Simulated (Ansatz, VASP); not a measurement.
PbF2 in VASP and in Ansatz

```xyz
3
Lattice="0.0000 2.9208 2.9208 2.9208 0.0000 2.9208 2.9208 2.9208 0.0000" Properties=species:S:1:pos:R:3 pbc="T T T"
Pb    0.0000    0.0000    0.0000
F     1.4604    1.4604    1.4604
F     4.3812    4.3812    4.3812
```

Alike in both runs: functional PBE; dispersion D3(BJ); k mesh 8 × 8 × 8; no spin polarisation.

Ansatz relaxed the structure, and its values are those at the end. VASP's run is a single point on that final structure, the one shown.

|  | VASP | Ansatz |
| --- | --- | --- |
| version | VASP 6.6.1 | Ansatz 0.2.0 |
| potentials or method | VASP PAW PBE potentials, release 64 (Pb_d, F) | scalar-relativistic, plane waves, PAW |
| plane-wave cutoff (eV) | 520 | 420 |
| occupations | gaussian, width 0.01 eV | fixed |
| valence electrons in the cell | 28 | 28 |

```csv
,VASP,Ansatz,Ansatz less VASP
gap on the k mesh at the Fermi level (eV),4.40,4.41,+0.003
least direct gap on the mesh (eV),4.56,4.56,+0.002
pressure (GPa),4.8,5.0,+0.19
```

Ansatz warned: «relaxed_geometry_near_dispersion_switch».

Caveats: spin-orbit coupling is left out, which as a rule narrows the gap of such compounds by several tenths of an eV. A k mesh can miss the band edges. As with any semilocal functional, this PBE gap is likely too small.
